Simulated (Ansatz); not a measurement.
A surface is cut from this relaxed crystal of Ti:

```cif
data_structure
_symmetry_space_group_name_H-M 'Im-3m'
_symmetry_Int_Tables_number 229
_cell_length_a 3.2518
_cell_length_b 3.2518
_cell_length_c 3.2518
_cell_angle_alpha 90.000
_cell_angle_beta 90.000
_cell_angle_gamma 90.000
_cell_volume 34.38
loop_
_atom_site_label
_atom_site_type_symbol
_atom_site_symmetry_multiplicity
_atom_site_Wyckoff_symbol
_atom_site_fract_x
_atom_site_fract_y
_atom_site_fract_z
_atom_site_occupancy
Ti1 Ti 2 a 0.00000 0.00000 0.00000 1
```

Miller indices refer to the conventional cell of Im-3m (No. 229), a = 3.252 Å, b = 3.252 Å, c = 3.252 Å, α = 90.00°, β = 90.00°, γ = 90.00°.

The (100) slab of 7 planes, 9.8 Å thick with 15 Å of vacuum as cut; outer planes Ti (top) and Ti (bottom).

Method: Ansatz 0.2.0, DFT r2SCAN, scalar-relativistic, plane waves, PAW. Plane waves to 500 eV, a k mesh through Γ of 11×11×1 on the computed 7-atom cell and Gaussian smearing (0.10 eV); no spin polarisation. The cell repeats along c with a dipole correction in the vacuum.

Results for the relaxed slab:

```
Surface energy (mean of both faces) : 1.70 J/m²
Work function                       : 3.21 eV
```

Relaxation lowers the energy by 0.040 J/m² a face; the largest move is 0.111 Å.

```
plane (bottom to top) atoms spacing to next, bulk (Å) relaxed (Å) change (%)
                    1     Ti                      1.626        1.526        -6.2
                    2     Ti                      1.626        1.614        -0.8
                    3     Ti                      1.626        1.627        +0.1
                    4     Ti                      1.626        1.627        +0.1
                    5     Ti                      1.626        1.614        -0.8
                    6     Ti                      1.626        1.526        -6.2
                    7     Ti
```

The reference crystal is the bcc form of Ti, which isn't its usual structure.